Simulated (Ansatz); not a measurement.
Runs of Ansatz 0.2.0 on HgTe. It takes space group Fm-3m (No. 225, cubic). Conventional cell: a = 6.360 Å, b = 6.360 Å, c = 6.360 Å, α = 90.00°, β = 90.00°, γ = 90.00°. Around Hg (site symmetry m-3m) lie 6 Te at 3.18 Å. Te (site symmetry m-3m) is surrounded by 6 Hg at 3.18 Å. Measurements of this composition are mostly on another form, of space group No. 216.

| task | level | spin | cell | k mesh | points for each segment of the path | gap on the mesh (eV) | pressure (GPa) | relaxed volume (Å³/atom) |
| --- | --- | --- | --- | --- | --- | --- | --- | --- |
| single point | PBE0 | off | as given | 4 × 4 × 4 | - | none | (a) | - |
| relaxation of cell and atoms | PBE0 | off | relaxed | 4 × 4 × 4 | - | none | 0.0 | (d) |
| relaxation of cell and atoms | PBEsol0 | off | relaxed | 4 × 4 × 4 | - | none | 0.0 | 27.49 |
| band structure | HSE06 | off | as given | 4 × 4 × 4 | 4 | none | (b) | - |
| relaxation of cell and atoms | B3LYP | off | relaxed | 4 × 4 × 4 | - | none | 0.0 | 31.10 |
| relaxation of cell and atoms | HSEsol | off | relaxed | 4 × 4 × 4 | - | none | 0.0 | 27.59 |
| relaxation of cell and atoms | HSE06 | off | relaxed | 4 × 4 × 4 | - | none | 0.0 | 28.74 |
| single point | HSE06 | SOC, no magnetisation | as given | 3 × 3 × 3 | - | none | -3.8 | - |
| band structure | HSE03 | off | as given | 4 × 4 × 4 | 4 | none | (c) | - |
| single point | PBE0 | SOC, no magnetisation | as given | 3 × 3 × 3 | - | none | -4.0 | - |
| single point | B3LYP | off | as given | 4 × 4 × 4 | - | none | -1.2 | - |
| single point | PBEsol0 | off | as given | 4 × 4 × 4 | - | none | -6.4 | - |

Alike in all rows: potentials or basis Ansatz PAW; cutoff (eV) 420; smearing fermi-dirac 0.05 eV; the mesh is coarse, so values aren't converged.

Task: Estimate the missing entries.

Result: (a) -4.5; (b) -4.3; (c) -4.1; (d) 28.69.

Caveats: all runs use coarse meshes; the PAW data sets come from PBE, with cores solved anew for the run's functional, which leaves a small shift of forces and pressure; the thresholds are loose for stress (some runs); the plane-wave basis is chosen anew once the cell has moved, so the energies of steps on either side of that aren't comparable (some runs); the volume moved by -11 % from the deposited cell, more than functionals usually miss (some runs); spin-orbit coupling is left out, which moves the levels of the heavy elements (some runs); the volume moved by -15 % from the deposited cell, more than functionals usually miss (some runs); the volume moved by -14 % from the deposited cell, more than functionals usually miss (some runs).

A k mesh can miss the band edges, and rows without SOC leave out spin-orbit coupling on Hg, Te.

A gap of «none» marks a metal or a gap under the smearing width.
